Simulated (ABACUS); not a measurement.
# KBr (Pm-3m) in ABACUS: reference runs

Reference runs on KBr: the cell as given and a disturbed copy.

Everything below comes from runs of ABACUS 3.10.1. Logs are shortened: lines on timing, memory, paths and dates and some standing lists are left out, and cuts for length are marked.

**1. The structure**

The structure is cubic, space group Pm-3m (No. 221). Conventional cell: a = 4.043 Å, b = 4.043 Å, c = 4.043 Å, α = 90.00°, β = 90.00°, γ = 90.00°. Br (site symmetry m-3m) has 8 K at 3.50 Å as nearest neighbours. K (site symmetry m-3m) is surrounded by 8 Br at 3.50 Å.

Measurements of this composition are mostly on another form, of space group No. 225.

**2. Single point, PBE**

INPUT

```
INPUT_PARAMETERS
suffix              KBr
calculation         scf
basis_type          pw
pseudo_dir          ./
symmetry            1
dft_functional      pbe
ecutwfc             74
pseudo_rcut         10
nspin               1
nbands              12
ks_solver           dav
smearing_method     fd
smearing_sigma      0.00367493
scf_thr             1e-08
scf_nmax            100
mixing_type         broyden
mixing_beta         0.7
cal_force           1
cal_stress          1
kpar                4
```

STRU

```
ATOMIC_SPECIES
Br 79.9040 Br.upf
K 39.0983 K.upf

LATTICE_CONSTANT
1.8897261246

LATTICE_VECTORS
4.0434990000 0.0000000000 0.0000000000
0.0000000000 4.0434990000 0.0000000000
0.0000000000 0.0000000000 4.0434990000

ATOMIC_POSITIONS
Direct

Br
0.0
1
0.5000000000 0.5000000000 0.5000000000 1 1 1

K
0.0
1
0.0000000000 0.0000000000 0.0000000000 1 1 1
```

KPT

```
K_POINTS
0
Gamma
7 7 7 0 0 0
```

Potentials or basis: PseudoDojo NC SR 0.4.1 PBE standard, plane waves.

Started as:

```sh
$ OMP_NUM_THREADS=1 mpirun -np 4 abacus > log
```

running log:

```text
ABACUS v3.10.1

               Atomic-orbital Based Ab-initio Computation at UStc

 ------------------------------------------------------------------------------------

 READING GENERAL INFORMATION
                           global_out_dir = OUT.KBr/
                           global_in_card = INPUT
                               pseudo_dir = ./
                              orbital_dir =
                                    DSIZE = 4
                                    GSIZE = 1

 READING UNITCELL INFORMATION
                                    ntype = 2
                  lattice constant (Bohr) = 1.88973
              lattice constant (Angstrom) = 1

 READING ATOM TYPE 1
                               atom label = Br
                      L=0, number of zeta = 1
                      L=1, number of zeta = 1
                      L=2, number of zeta = 1
             number of atom for this type = 1

 READING ATOM TYPE 2
                               atom label = K
                      L=0, number of zeta = 1
                      L=1, number of zeta = 1
                      L=2, number of zeta = 1
             number of atom for this type = 1

                        TOTAL ATOM NUMBER = 2
DIRECT COORDINATES
    atom                   x                   y                   z     mag                  vx                  vy                  vz
taud_Br1            0.5000000000        0.5000000000        0.5000000000  0.0000        0.0000000000        0.0000000000        0.0000000000
taud_K1            0.0000000000        0.0000000000        0.0000000000  0.0000        0.0000000000        0.0000000000        0.0000000000

                          Volume (Bohr^3) = 446.137
                             Volume (A^3) = 66.1107

 Lattice vectors: (Cartesian coordinate: in unit of a_0)
              +4.0435                  +0                  +0
                   +0             +4.0435                  +0
                   +0                  +0             +4.0435
 Reciprocal vectors: (Cartesian coordinate: in unit of 2 pi/a_0)
            +0.247311                  -0                  +0
                   -0           +0.247311                  -0
                   +0                  -0           +0.247311
 The esolver type has been set to : ksdft_pw

                PAO radial cut off (Bohr) = 10

 Read in pseudopotential file is Br.upf
                     pseudopotential type = NC
          exchange-correlation functional = PBE
                 nonlocal core correction = 1
                        valence electrons = 7
                                     lmax = 2
                           number of zeta = 2
                     number of projectors = 6
                           L of projector = 0
[... 5 lines left out ...]
                PAO radial cut off (Bohr) = 10

 Read in pseudopotential file is K.upf
                     pseudopotential type = NC
          exchange-correlation functional = PBE
                 nonlocal core correction = 1
                        valence electrons = 9
                                     lmax = 2
                           number of zeta = 3
                     number of projectors = 6
                           L of projector = 0
                           L of projector = 0
                           L of projector = 1
                           L of projector = 1
                           L of projector = 2
                           L of projector = 2
     initial pseudo atomic orbital number = 9

 SETUP THE ELECTRONS NUMBER
            electron number of element Br = 7
      total electron number of element Br = 7
             electron number of element K = 9
       total electron number of element K = 9
            AUTOSET number of electrons:  = 16
                           occupied bands = 8
                                   NBANDS = 12
                                   NLOCAL = 18

%%%%%%%%%%%%%%%%%%%%%%%%%%%%%%%%%%%%%%%%%%%%%%%%%%%%%%%%%%%%%%%%%%%%%%%%%%%%%%%%%%%%%%%%%%%%%%%%%%%%%%%%%%
 Warning: the number of valence electrons in pseudopotential > 1 for K: [Ar] 4s1
 Pseudopotentials with additional electrons can yield (more) accurate outcomes, but may be less efficient.
 If you're confident that your chosen pseudopotential is appropriate, you can safely ignore this warning.
%%%%%%%%%%%%%%%%%%%%%%%%%%%%%%%%%%%%%%%%%%%%%%%%%%%%%%%%%%%%%%%%%%%%%%%%%%%%%%%%%%%%%%%%%%%%%%%%%%%%%%%%%%

 SETUP THE PLANE WAVE BASIS
 energy cutoff for charge/potential (unit:Ry) = 296
            fft grid for charge/potential = [ 45, 45, 45 ]
                        fft grid division = [ 1, 1, 1 ]
        big fft grid for charge/potential = [ 45, 45, 45 ]
                                     nbxx = 91125
                                     nrxx = 91125

 SETUP PLANE WAVES FOR CHARGE/POTENTIAL
                    number of plane waves = 38401
                         number of sticks = 1369

 PARALLEL PW FOR CHARGE/POTENTIAL
     PROC   COLUMNS(POT)             PW
        1           1369          38401
 --------------- sum -------------------
[... 54 lines left out ...]
                                    ibrav = 1
                       right hand lattice = 1
                        ROTATION MATRICES = 48
                               nkstot_ibz = 20
K-POINTS REDUCTION ACCORDING TO SYMMETRY
     IBZ    DIRECT_X    DIRECT_Y    DIRECT_Z  WEIGHT  ibz2bz
       1  0.00000000  0.00000000  0.00000000  0.0029       0
       2  0.14285714  0.00000000  0.00000000  0.0175       1
       3  0.28571429  0.00000000  0.00000000  0.0175       2
       4  0.42857143  0.00000000  0.00000000  0.0175       3
       5  0.14285714  0.14285714  0.00000000  0.0350       8
       6  0.28571429  0.14285714  0.00000000  0.0700       9
[... 12 lines left out ...]
      19  0.42857143  0.28571429  0.42857143  0.0700     122
      20  0.42857143  0.42857143  0.42857143  0.0233     171

                               nkstot now = 20
[... K-POINTS DIRECT COORDINATES: 20 rows ...]

           k-point number in this process = 5
       minimum distributed K point number = 5
[... stars of the k points ...]

[... K-POINTS CARTESIAN COORDINATES: 5 rows ...]

[... K-POINTS DIRECT COORDINATES: 5 rows ...]

 SETUP PLANE WAVES FOR WAVE FUNCTIONS
     energy cutoff for wavefunc (unit:Ry) = 74
              fft grid for wave functions = [ 45, 45, 45 ]
                    number of plane waves = 5449
                         number of sticks = 373

 PARALLEL PW FOR WAVE FUNCTIONS
     PROC   COLUMNS(POT)             PW
        1            373           5449
 --------------- sum -------------------
        1            373           5449

 SETUP NONLOCAL PSEUDOPOTENTIALS IN PLANE WAVE BASIS
 Br non-local projectors:
 projector 1 L=0
 projector 2 L=0
 projector 3 L=1
 projector 4 L=1
 projector 5 L=2
 projector 6 L=2
 K non-local projectors:
 projector 1 L=0
 projector 2 L=0
 projector 3 L=1
 projector 4 L=1
 projector 5 L=2
 projector 6 L=2
      TOTAL NUMBER OF NONLOCAL PROJECTORS = 36

 Init Non-Local PseudoPotential table :
 Init Non-Local-Pseudopotential done.

                                     npwx = 4809

 Make real space PAO into reciprocal space.
       max mesh points in Pseudopotential = 1001
     dq(describe PAO in reciprocal space) = 0.01
                                    max q = 1037

 number of pseudo atomic orbitals for Br is 2
WARNING: norm of atomic wavefunction # 2 of atomic type Br is 0.999998, renormalized

 number of pseudo atomic orbitals for K is 3
WARNING: norm of atomic wavefunction # 3 of atomic type K is 0.990334, renormalized

 -------------------------------------------
 SELF-CONSISTENT
 -------------------------------------------
                                 init_chg = atomic

 PW ALGORITHM --------------- ION=   1  ELEC=   1--------------------------------
 Notice: Threshold on eigenvalues was too large.
 hsover_error=0.16 > DRHO=0.0516628
 Origin diag ethr = 0.01
 New diag ethr = 0.000322893

 Density error is 0.049181989055
                          Error Threshold = 0.00032289266736
----------------------------------------------------------
     Energy           Rydberg                 eV
----------------------------------------------------------
 E_KohnSham     -91.8160312757       -1249.2211930958
 E_Harris       -91.8719990226       -1249.9826733578
 E_Fermi        0.2169595119         2.9518855972
----------------------------------------------------------
[... 63 lines left out ...]
 Density error is 3.90618944905e-10
                          Error Threshold = 1.07746215941e-10
----------------------------------------------------------
     Energy           Rydberg                 eV
----------------------------------------------------------
 E_KohnSham     -91.8261141841       -1249.3583781022
 E_KS(sigma->0) -91.8261141841       -1249.3583781022
 E_Harris       -91.8260997942       -1249.3581823184
 E_band         -9.0576850822        -123.2361278080
 E_one_elec     -24.3640286166       -331.4896154210
 E_Hartree      17.2730261003        235.0115766663
 E_xc           -23.2397439413       -316.1929376620
 E_Ewald        -61.4953677265       -836.6874016855
 E_entropy(-TS) -0.0000000000        -0.0000000000
 E_descf        0.0000000000         0.0000000000
 E_exx          0.0000000000         0.0000000000
 E_Fermi        0.3557656137         4.8404394987
----------------------------------------------------------

 charge density convergence is achieved
 final etot is -1249.3583781 eV
 EFERMI = 4.8404394987 eV

 STATE ENERGY(eV) AND OCCUPATIONS    NSPIN == 1
 1/5 kpoint (Cartesian) = 0.0000 0.0000 0.0000 (4801 pws)
       1       -26.3207     0.00583090
       2       -10.4330     0.00583090
       3       -9.74507     0.00583090
       4       -9.74507     0.00583090
       5       -9.74507     0.00583090
       6        2.08472     0.00583090
       7        2.08472     0.00583090
       8        2.08472     0.00583090
       9        6.20903    7.55694e-15
      10        8.20440    3.52191e-32
      11        8.20440    3.52191e-32
      12        11.9545    9.40478e-65
[... 43 lines left out ...]
 5/5 kpoint (Cartesian) = 0.035330 0.035330 0.0000 (4797 pws)
       1       -26.3170      0.0699708
       2       -10.4820      0.0699708
       3       -9.77159      0.0699708
       4       -9.73807      0.0699708
       5       -9.65937      0.0699708
       6        1.59890      0.0699708
       7        1.81145      0.0699708
       8        2.10205      0.0699708
       9        7.09262    1.91743e-21
      10        8.60730    1.33766e-34
      11        8.87708    6.06924e-37
      12        11.5840    1.86844e-60

------------------------------------------------------------------------------------------
 TOTAL-FORCE (eV/Angstrom)
------------------------------------------------------------------------------------------
                       Br1         0.0000000000         0.0000000000         0.0000000000
                        K1         0.0000000000         0.0000000000         0.0000000000
------------------------------------------------------------------------------------------

----------------------------------------------------------------
 TOTAL-STRESS (KBAR)
----------------------------------------------------------------
        -0.6492136632         0.0000000000         0.0000000000
         0.0000000000        -0.6492136632         0.0000000000
         0.0000000000         0.0000000000        -0.6492136632
----------------------------------------------------------------
 TOTAL-PRESSURE: -0.649214 KBAR

 --------------------------------------------
 !FINAL_ETOT_IS -1249.3583781022282437 eV
 --------------------------------------------
```

Wall time 7.2 s (4 MPI ranks of Intel Xeon Platinum 8488C (Sapphire Rapids), shared host); peak memory 0.36 GiB.

What came out:

* Free energy: -1249.3584 eV
* Pressure: -0.1 GPa
* Band gap on the k mesh: 3.89 eV, indirect (least direct gap 4.12 eV)

Caveat: an odd mesh through Γ misses points on the zone boundary, where band edges often lie.

**3. Single point, PBE (atoms moved at random, drawn with an rms of 0.05 Å)**

INPUT is that of step 2.

STRU, as its differences from that of step 2:

```diff
@@ -18,3 +18,3 @@
 1
-0.5000000000 0.5000000000 0.5000000000 1 1 1
+0.5003820000 0.4947430000 0.5022820000 1 1 1
 
@@ -23,2 +23,2 @@
 1
-0.0000000000 0.0000000000 0.0000000000 1 1 1
+-0.0011620000 -0.0002160000 -0.0234900000 1 1 1
```

KPT is that of step 2.

Potentials or basis: PseudoDojo NC SR 0.4.1 PBE standard, plane waves.

Started as:

```sh
$ OMP_NUM_THREADS=1 mpirun -np 4 abacus > log
```

running log:

```text
ABACUS v3.10.1

               Atomic-orbital Based Ab-initio Computation at UStc

 ------------------------------------------------------------------------------------

 READING GENERAL INFORMATION
                           global_out_dir = OUT.KBr/
                           global_in_card = INPUT
                               pseudo_dir = ./
                              orbital_dir =
                                    DSIZE = 4
                                    GSIZE = 1

 READING UNITCELL INFORMATION
                                    ntype = 2
                  lattice constant (Bohr) = 1.88973
              lattice constant (Angstrom) = 1

 READING ATOM TYPE 1
[... 424 lines left out ...]
       1       -26.3129      0.0116618
       2       -10.4868      0.0116618
       3       -9.76781      0.0116618
       4       -9.73592      0.0116618
       5       -9.65174      0.0116618
       6        1.59624      0.0116618
       7        1.80867      0.0116618
       8        2.10041      0.0116618
       9        7.09217    3.01334e-22
      10        8.61830    1.67191e-35
      11        8.87532    9.79041e-38
      12        11.5950    2.33486e-61

[... levels at 37 further k points ...]

------------------------------------------------------------------------------------------
 TOTAL-FORCE (eV/Angstrom)
------------------------------------------------------------------------------------------
                       Br1        -0.0035249008         0.0114895851        -0.0563799861
                        K1         0.0035249008        -0.0114895851         0.0563799861
------------------------------------------------------------------------------------------

----------------------------------------------------------------
 TOTAL-STRESS (KBAR)
----------------------------------------------------------------
        -0.0984131431        -0.0118185383         0.0586391000
        -0.0118185383        -0.1017596930        -0.1912589994
         0.0586391000        -0.1912589994        -0.1909630551
----------------------------------------------------------------
 TOTAL-PRESSURE: -0.130379 KBAR

 --------------------------------------------
 !FINAL_ETOT_IS -1249.3553211170815302 eV
 --------------------------------------------
```

Wall time 45 s (4 MPI ranks of Intel Xeon Platinum 8488C (Sapphire Rapids), shared host); peak memory 0.52 GiB.

Results:

| Quantity | Value |
| --- | --- |
| Free energy | -1249.3553 eV |
| Pressure | 0.0 GPa |
| Largest force | 0.058 eV/Å |
| Band gap on the k mesh | 3.89 eV, indirect (least direct gap 4.13 eV) |

Forces on the atoms (eV/Å):
```
Br  -0.004  0.011 -0.056
K    0.004 -0.011  0.056
```

Caveat: an odd mesh through Γ misses points on the zone boundary, where band edges often lie.
